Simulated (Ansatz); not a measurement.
Runs of Ansatz 0.2.0 on Bi. Symmetry: Im-3m, No. 229, cubic system. Conventional cell: a = 3.963 Å, b = 3.963 Å, c = 3.963 Å, α = 90.00°, β = 90.00°, γ = 90.00°. Bi (site symmetry m-3m) is surrounded by 8 Bi at 3.43 Å. This isn't the form of Bi at room conditions, which is rhombohedral.

```tsv
task	level	potentials or basis	cell	k mesh	cutoff (eV)	points for each segment of the path	atoms under strain	gap on the mesh (eV)	pressure (GPa)	relaxed volume (Å³/atom)
band structure	PBE	SPMS NC	as given	9 × 9 × 9	517	14	-	none	1.0	-
single point	PBE	Ansatz PAW	as given	9 × 9 × 9	300	-	-	none	1.0	-
elastic constants	PBEsol	Ansatz PAW	as given	8 × 8 × 8	420	-	relaxed	none	-2.2	-
relaxation of cell and atoms	m-r2SCAN	Ansatz PAW	relaxed	9 × 9 × 9	500	-	-	-	0.0	(b)
single point	PBE	Ansatz PAW	as given	13 × 13 × 13	420	-	-	none	1.1	-
relaxation of cell and atoms	r2SCAN+D4	Ansatz PAW	relaxed	9 × 9 × 9	500	-	-	-	0.0	(a)
relaxation of cell and atoms	LDA	Ansatz PAW	relaxed	9 × 9 × 9	420	-	-	-	0.0	29.35
```

Alike in all rows: no spin polarisation; smearing fermi-dirac 0.05 eV.

Question: Estimate the missing entries.

Answer: (a) 30.70; (b) 31.17.

Caveats: spin-orbit coupling is left out, which moves the levels of the heavy elements; the PAW data sets come from PBE, with cores solved anew for the run's functional, which leaves a small shift of forces and pressure (some runs); the plane-wave basis is chosen anew once the cell has moved, so the energies of steps on either side of that aren't comparable (some runs); the pressure holds a Pulay correction of +5.0 GPa for the finite cutoff (some runs); the cutoff lies under the one recommended for these potentials (some runs); the elastic tensor has a negative eigenvalue, so either the cell is unstable as it stands or the mesh is too thin (some runs).

A k mesh can miss the band edges, and the runs leave out spin-orbit coupling on Bi.

A gap of «none» marks a metal or a gap under the smearing width.
